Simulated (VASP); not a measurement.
# SnS2 (P-3m1) in VASP: relaxation of cell and atoms with PBEsol

Aim: the relaxation of cell and atoms of SnS2 with PBEsol.

Everything below comes from runs of VASP 6.6.1. Logs are shortened: lines on timing, memory, paths and dates and some standing lists are left out, and cuts for length are marked.

## (1) The crystal as given

The structure is trigonal, space group P-3m1 (No. 164). Conventional cell: a = 3.674 Å, b = 3.674 Å, c = 6.229 Å, α = 90.00°, β = 90.00°, γ = 120.00°. Sn (site symmetry -3m) has 6 S at 2.58 Å as nearest neighbours. S (site symmetry 3m) is surrounded by 3 Sn at 2.58 Å.

The cell is a database's computed one.

## (2) Relaxation of cell and atoms, PBEsol

INCAR

```
  PREC = Accurate
  ENCUT = 600
  EDIFF = 1E-7
  ISMEAR = 0
  SIGMA = 0.02
  LREAL = F
  LASPH = T
  NELM = 60
  ALGO = Fast
  ISIF = 3
  LWAVE = F
  LCHARG = F
  GGA = PS
  IBRION = 2
  NSW = 60
  EDIFFG = -0.005
```

KPOINTS

```
Automatic mesh
0
Gamma
  10 10 6
```

POSCAR

```
SnS2
1.0
    3.6743056000      0.0000000000      0.0000000000
   -1.8371528000      3.1820419900      0.0000000000
    0.0000000000      0.0000000000      6.2288318400
Sn S
1 2
Direct
    0.0000000000      0.0000000000      0.0000000000
    0.3333333300      0.6666666700      0.2346534700
    0.6666666700      0.3333333300      0.7653465300
```

Potentials or basis: VASP PAW PBE potentials, release 64 (Sn_d, S).

Run with:

```bash
$ cat potpaw_PBE.64/Sn_d/POTCAR potpaw_PBE.64/S/POTCAR > POTCAR
$ mpirun -np 1 vasp_std > vasp.out
```

OUTCAR:

```text
PREC = Accurate
   ENCUT = 600
   EDIFF = 1E-7
   ISMEAR = 0
   LREAL = F
   LASPH = T
   NELM = 60
   ISIF = 3
   GGA = PS
   IBRION = 2
   NSW = 60
   EDIFFG = -0.005

 ion  position               nearest neighbor table
   1  0.000  0.000  0.000-   2 2.58   3 2.58   2 2.58   3 2.58   3 2.58   2 2.58
   2  0.333  0.667  0.235-   1 2.58   1 2.58   1 2.58
   3  0.667  0.333  0.765-   1 2.58   1 2.58   1 2.58

  LATTYP: Found a hexagonal cell.
 ALAT       =     3.6743056000
 C/A-ratio  =     1.6952405483

  Lattice vectors:

 A1 = (   3.6743056000,   0.0000000000,   0.0000000000)
 A2 = (  -1.8371528000,   3.1820419900,   0.0000000000)
 A3 = (   0.0000000000,   0.0000000000,   6.2288318400)

Analysis of symmetry for initial positions (statically):
=====================================================================
 Subroutine PRICEL returns:
 Original cell was already a primitive cell.

 Routine SETGRP: Setting up the symmetry group for a
 hexagonal supercell.

 Subroutine GETGRP returns: Found 12 space group operations
 (whereof 12 operations were pure point group operations)
 out of a pool of 24 trial point group operations.

The static configuration has the point symmetry D_3d.

Analysis of symmetry for dynamics (positions and initial velocities):
=====================================================================
 Subroutine PRICEL returns:
 Original cell was already a primitive cell.

 Routine SETGRP: Setting up the symmetry group for a
 hexagonal supercell.

 Subroutine GETGRP returns: Found 12 space group operations
 (whereof 12 operations were pure point group operations)
 out of a pool of 24 trial point group operations.

The dynamic configuration has the point symmetry D_3d.

 Subroutine INISYM returns: Found 12 space group operations
 (whereof 12 operations are pure point group operations),
 and found     1 'primitive' translations

----------------------------------------------------------------------------------------

                                     Primitive cell

  volume of cell :      72.8262

  direct lattice vectors                    reciprocal lattice vectors
     3.674305600  0.000000000  0.000000000     0.272160269  0.157131805  0.000000000
    -1.837152800  3.182041990  0.000000000     0.000000000  0.314263609  0.000000000
     0.000000000  0.000000000  6.228831840     0.000000000  0.000000000  0.160543747

  length of vectors
     3.674305600  3.674305599  6.228831840     0.314263609  0.314263609  0.160543747

  position of ions in fractional coordinates (direct lattice)
     0.000000000  0.000000000  0.000000000
     0.333333330  0.666666670  0.234653470
     0.666666670  0.333333330  0.765346530

  ion indices of the primitive-cell ions
   primitive index   ion index
                 1           1
                 2           2
                 3           3

----------------------------------------------------------------------------------------

 KPOINTS: Automatic mesh

Automatic generation of k-mesh.
 Grid dimensions read from file:
 generate k-points for:   10   10    6

 Generating k-lattice:

  Cartesian coordinates                     Fractional coordinates (reciprocal lattice)
     0.027216027  0.015713180  0.000000000     0.100000000  0.000000000  0.000000000
     0.000000000  0.031426361  0.000000000     0.000000000  0.100000000  0.000000000
     0.000000000  0.000000000  0.026757291     0.000000000  0.000000000  0.166666667

  Length of vectors
     0.031426361  0.031426361  0.026757291

  Shift w.r.t. Gamma in fractional coordinates (k-lattice)
     0.000000000  0.000000000  0.000000000

 Subroutine IBZKPT returns following result:
 ===========================================

 Found     72 irreducible k-points:

 Following reciprocal coordinates:
            Coordinates               Weight
  0.000000  0.000000  0.000000      1.000000
  0.100000  0.000000  0.000000      6.000000
  0.200000  0.000000  0.000000      6.000000
  0.300000 -0.000000  0.000000      6.000000
  0.400000 -0.000000  0.000000      6.000000
  0.500000  0.000000  0.000000      3.000000
[... 16 lines left out ...]
  0.000000  0.400000  0.166667      6.000000
  0.500000  0.000000  0.166667      6.000000
 [... further k-points ...]
   k-points           NKPTS =     72   k-points in BZ     NKDIM =     72   number of bands    NBANDS=     17
   number of dos      NEDOS =    301   number of ions     NIONS =      3
   total plane-waves  NPLWV =  45000
   dimension x,y,z NGX =    30 NGY =   30 NGZ =   50
   dimension x,y,z NGXF=    60 NGYF=   60 NGZF=  100
   ions per type =               1   2
   NGX,Y,Z   is equivalent  to a cutoff of  13.57, 13.57, 13.34 a.u.
   NGXF,Y,Z  is equivalent  to a cutoff of  27.15, 27.15, 26.69 a.u.
 SYSTEM =  unknown system
   PREC   = accura    normal or accurate (medium, high low for compatibility)
   ISTART =      0    job   : 0-new  1-cont  2-samecut
   ICHARG =      2    charge: 1-file 2-atom 10-const
   ISPIN  =      1    spin polarized calculation?
   LNONCOLLINEAR =      F non collinear calculations
   LSORBIT =      F    spin-orbit coupling
   LASPH  =      T    aspherical Exc in radial PAW
   ENCUT  =  600.0 eV  44.10 Ry    6.64 a.u.   7.34  7.34 12.44*2*pi/ulx,y,z
   NELM   =     60;   NELMIN=  2; NELMDL= -5     # of ELM steps
   EDIFF  = 0.1E-06   stopping-criterion for ELM
   LREAL  =      F    real-space projection
   EDIFFG = -.5E-02   stopping-criterion for IOM
   NSW    =     60    number of steps for IOM
   IBRION =      2    ionic relax: 0-MD 1-quasi-New 2-CG
   NFREE  =      1    steps in history (QN), initial steepest desc. (CG)
   ISIF   =      3    stress and relaxation
   ISYM   =      2    0-nonsym 1-usesym 2-fastsym
   POTIM  = 0.5000    time-step for ionic-motion
   TEBEG  =    0.0;   TEEND  =   0.0 temperature during run
   PSTRESS=    0.0 pullay stress
   NELECT =      26.0000    total number of electrons
   NUPDOWN=      -1.0000    fix difference up-down
   EMIN   =  10.00;   EMAX   =-10.00  energy-range for DOS
   EFERMI =   0.00;   METHOD = LEGACY
   ISMEAR =     0;   SIGMA  =   0.02  broadening in eV -4-tet -1-fermi 0-gaus
   EFERMI_NEDOS =   21; number of points for ismear=-14 and -15
   IALGO  =     68    algorithm
   IMIX   =      4    mixing-type and parameters
     AMIX     =   0.40;   BMIX     =  1.00
     AMIX_MAG =   1.60;   BMIX_MAG =  1.00
  volume/ion in A,a.u.               =      24.28       163.82
  Fermi-wavevector in a.u.,A,eV,Ry     =   1.161368  2.194668 18.351220  1.348777
  Thomas-Fermi vector in A             =   2.297941
   LORBIT       =      0    0 simple, 1 ext, 2 COOP (PROOUT), +10 PAW based schemes
   GGA     = PS    functional components
   LHFCALC =     F    Hartree Fock is set to
   AEXX    =    0.0000 exact exchange contribution
   IVDW    =     0    specifies the selected vdW correction
   LEPSILON=     F    determine dielectric tensor
   LRPA    =     F    only Hartree local field effects (RPA)
 conjugate gradient relaxation of ions
 non-spin polarized calculation
 RMM-DIIS sequential band-by-band and
 Gauss-broadening in eV      SIGMA  =   0.02
  energy-cutoff  :      600.00
  volume of cell :       72.83
 maximum number of plane-waves:      2455
 NGX is ok and might be reduce to    30
   NGX = 15   NGY = 15   NGZ = 25

--------------------------------------- Ionic step        1  -------------------------------------------

 number of electron      25.9999996 magnetization

 Free energy of the ion-electron system (eV)
  ---------------------------------------------------
  ext. energy  EPLUGINS =         0.00000000
  ---------------------------------------------------
  free energy    TOTEN  =       -14.26782017 eV

  energy without entropy =      -14.26782017  energy(sigma->0) =      -14.26782017

------------------------ aborting loop because EDIFF is reached ----------------------------------------

  FORCE on cell =-STRESS in cart. coord.  units (eV):
  Direction    XX          YY          ZZ          XY          YZ          ZX
  --------------------------------------------------------------------------------------
  -------------------------------------------------------------------------------------
  Total       -0.4156505     -0.4156505      0.0313133      0.0000000     -0.0000000      0.0000000
  in kB       -9.1443128     -9.1443128      0.6888931      0.0000000     -0.0000000      0.0000000
  external PRESSURE =      -5.8665775 kB  Pullay stress =       0.0000000 kB
[... 92 lines left out ...]
  FREE ENERGIE OF THE ION-ELECTRON SYSTEM (eV)
  ---------------------------------------------------
  free  energy   TOTEN  =       -14.2704715925 eV

  energy  without entropy=      -14.2704715925  energy(sigma->0) =      -14.27047159

[... ionic steps 4 to 18 ...]

--------------------------------------- Ionic step       19  -------------------------------------------

 number of electron      25.9999995 magnetization

------------------------ aborting loop because EDIFF is reached ----------------------------------------

  FORCE on cell =-STRESS in cart. coord.  units (eV):
  Direction    XX          YY          ZZ          XY          YZ          ZX
  --------------------------------------------------------------------------------------
  -------------------------------------------------------------------------------------
  Total        0.0248958      0.0248958      0.0159465     -0.0000000      0.0000000      0.0000000
  in kB        0.5697570      0.5697570      0.3649458     -0.0000000      0.0000000      0.0000000
  external PRESSURE =       0.5014866 kB  Pullay stress =       0.0000000 kB
[... 59 lines left out ...]
  energy  without entropy=      -14.2729814798  energy(sigma->0) =      -14.27298148

--------------------------------------- Ionic step       21  -------------------------------------------

 number of electron      25.9999995 magnetization

 Free energy of the ion-electron system (eV)
  ---------------------------------------------------
  ext. energy  EPLUGINS =         0.00000000
  ---------------------------------------------------
  free energy    TOTEN  =       -14.27298763 eV

  energy without entropy =      -14.27298763  energy(sigma->0) =      -14.27298763

 E-fermi :   4.3041     XC(G=0):  -9.6230

 val. band max:        4.1452264032   @ k =   0.2000   0.0000   0.1667
 cond. band min:       5.5973288347   @ k =   0.5000   0.0000   0.3333
 fundamental gap:      1.4521024316
 Fermi energy:         4.3040888314

 k-point     1 :       0.0000    0.0000    0.0000
  band No.  band energies     occupation
      1     -16.5741      2.00000
      2     -16.5741      2.00000
      3     -16.5307      2.00000
      4     -16.5025      2.00000
      5     -16.5025      2.00000
      6      -9.5012      2.00000
[... 9 lines left out ...]
     16       9.6053      0.00000
     17       9.6053      0.00000
[... 443 lines left out ...]
      1     -16.6547      2.00000
      2     -16.5422      2.00000
      3     -16.5405      2.00000
      4     -16.4712      2.00000
      5     -16.4667      2.00000
      6      -7.5519      2.00000
[... 9 lines left out ...]
     16      10.3160      0.00000
     17      10.5638      0.00000

 [... further k-points ...]

------------------------ aborting loop because EDIFF is reached ----------------------------------------

  FORCE on cell =-STRESS in cart. coord.  units (eV):
  Direction    XX          YY          ZZ          XY          YZ          ZX
  --------------------------------------------------------------------------------------
  -------------------------------------------------------------------------------------
  Total        0.0043029      0.0043029      0.0011475      0.0000000     -0.0000000      0.0000000
  in kB        0.0983988      0.0983988      0.0262402      0.0000000     -0.0000000      0.0000000
  external PRESSURE =       0.0743459 kB  Pullay stress =       0.0000000 kB
[... 18 lines left out ...]
  FREE ENERGIE OF THE ION-ELECTRON SYSTEM (eV)
  ---------------------------------------------------
  free  energy   TOTEN  =       -14.2729876349 eV

  energy  without entropy=      -14.2729876349  energy(sigma->0) =      -14.27298763

 reached required accuracy - stopping structural energy minimisation
```

Wall time 18 min (1 thread of Intel Xeon Platinum 8375C at 2.90GHz (Ice Lake), shared host); peak memory 0.29 GiB.

Results:

- Free energy: -14.2730 eV
- Relaxed volume: 23.35 Å³/atom
- Relaxed cell: a = 3.650 Å, b = 3.650 Å, c = 6.072 Å, α = 90.00°, β = 90.00°, γ = 120.00°
- Space group after relaxing (to 0.05 Å): P-3m1 (No. 164)
- Energy gained by relaxing: 1.7 meV/atom
- Ionic steps: 21
- Pressure after relaxing: 0.0 GPa
- Band gap on the k mesh: 1.45 eV, indirect (least direct gap 1.83 eV)

The path:
```csv
step,energy change (eV),largest force (eV/Å),pressure (GPa),volume (Å³)
1,0.0000,0.0511,-0.59,72.83
2,-0.0026,0.1123,0.32,71.89
3,-0.0027,0.1062,0.22,71.99
4,-0.0034,0.0070,-0.05,72.04
5,-0.0035,0.0179,-0.02,72.03
6,-0.0035,0.0170,-0.04,72.00
7,-0.0037,0.0141,-0.08,71.89
8,-0.0041,0.0083,-0.14,71.68
9,-0.0045,0.0027,-0.28,71.25
10,-0.0045,0.0011,-0.26,71.22
11,-0.0046,0.0038,-0.22,71.12
12,-0.0048,0.0133,-0.12,70.92
13,-0.0050,0.0337,0.05,70.53
14,-0.0050,0.0383,0.08,70.45
15,-0.0050,0.0328,0.08,70.38
16,-0.0051,0.0163,0.06,70.17
17,-0.0051,0.0155,0.04,69.75
18,-0.0052,0.0063,0.05,70.03
19,-0.0052,0.0042,0.05,70.01
20,-0.0052,0.0051,0.05,70.02
21,-0.0052,0.0008,0.01,70.06
```

Final structure:
```
CELL_PARAMETERS angstrom
3.65002 0.00000 0.00000
-1.82501 3.16101 0.00000
0.00000 0.00000 6.07247
ATOMIC_POSITIONS crystal
Sn 0.00000 0.00000 0.00000
S 0.33333 0.66667 0.24277
S 0.66667 0.33333 0.75723
```

Caveat: the PAW data sets were made with another functional, which shifts forces and pressure a little; spin-orbit coupling is left out, which moves the levels of the heavy elements; this functional lacks dispersion, which binds the layers, so the pressure and a relaxed spacing across them are unreliable.
